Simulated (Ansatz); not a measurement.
# Zr: equation of state

The task here is to estimate one member of a computed series from the others.

Computed with Ansatz 0.2.0 (DFT LDA, scalar-relativistic, unless a step's input says otherwise).

## The starting structure

The structure is cubic, space group Im-3m (No. 229). The conventional cell has a = 3.620 Å, b = 3.620 Å, c = 3.620 Å, α = 90.00°, β = 90.00°, γ = 90.00°. Zr (site symmetry m-3m) is surrounded by 8 Zr at 3.14 Å.

As a file:

```
CELL_PARAMETERS angstrom
-1.81000 1.81000 1.81000
1.81000 -1.81000 1.81000
1.81000 1.81000 -1.81000
ATOMIC_POSITIONS crystal
Zr 0.00000 0.00000 0.00000
```

The first run:

input.yaml

```yaml
crystal:
  lattice:
    - [-1.7855375418, 1.7855375418, 1.7855375418]
    - [1.7855375418, -1.7855375418, 1.7855375418]
    - [1.7855375418, 1.7855375418, -1.7855375418]
  atoms:
    - { symbol: Zr, position: [0.0, 0.0, 0.0] }
kpoints:
  mp_grid: { grid: [16, 16, 16] }
  band_path:
    path:
      - [0.0, 0.0, 0.0]
      - [0.5, -0.5, 0.5]
      - [0.0, 0.0, 0.5]
      - [0.0, 0.0, 0.0]
      - [0.25, 0.25, 0.25]
      - [0.5, -0.5, 0.5]
      - [0.25, 0.25, 0.25]
      - [0.0, 0.0, 0.5]
    npoints: 5
scf:
  occupations: { method: fermi_dirac, width: 0.03 }
hamiltonian:
  xc: lda
  pseudopotentials: { kind: all_electron, lapw: { basis_error: 0.0005 } }
output:
  forces: true
  stress: true
  eigenvalues: true
```

The run is started by

```console
$ ansatz run input.yaml --threads 1 --pin off --max-ram 3072MiB --backend cpu --events-out ev --progress --plain --runs-dir out
```

Among the steps run: Volume × 0.96, LAPW; Volume × 0.96, PAW; Volume × 0.96, crystal datasets; Volume × 0.99, LAPW; Volume × 0.99, PAW; Volume × 0.99, crystal datasets; Volume × 1.02, LAPW; Volume × 1.02, PAW; Volume × 1.02, crystal datasets; Volume × 1.06, LAPW; Volume × 1.06, PAW; Volume × 1.06, crystal datasets.

One of the session's tables, all rows but one given; the rest of the session is left out.

```
          method  volume (Å³/atom)  pressure (GPa)
            LAPW            22.770           -6.62
            LAPW            23.482           -8.86
            LAPW            24.193          -10.80
            LAPW            25.142          -13.01
             PAW            22.770           -6.64
             PAW            23.482           -8.88
             PAW            24.193          -10.82
             PAW            25.142               ?
crystal datasets            22.770           -6.62
crystal datasets            23.482           -8.86
crystal datasets            24.193          -10.80
crystal datasets            25.142          -13.01
```

Q: Estimate the row for PAW, 25.142 from the others.

As computed: pressure (GPa): -13.02. In the column «pressure (GPa)» it is the lowest.

Limits of these values: Warnings in the runs' records: gradients without spin orbit, crystal datasets made.
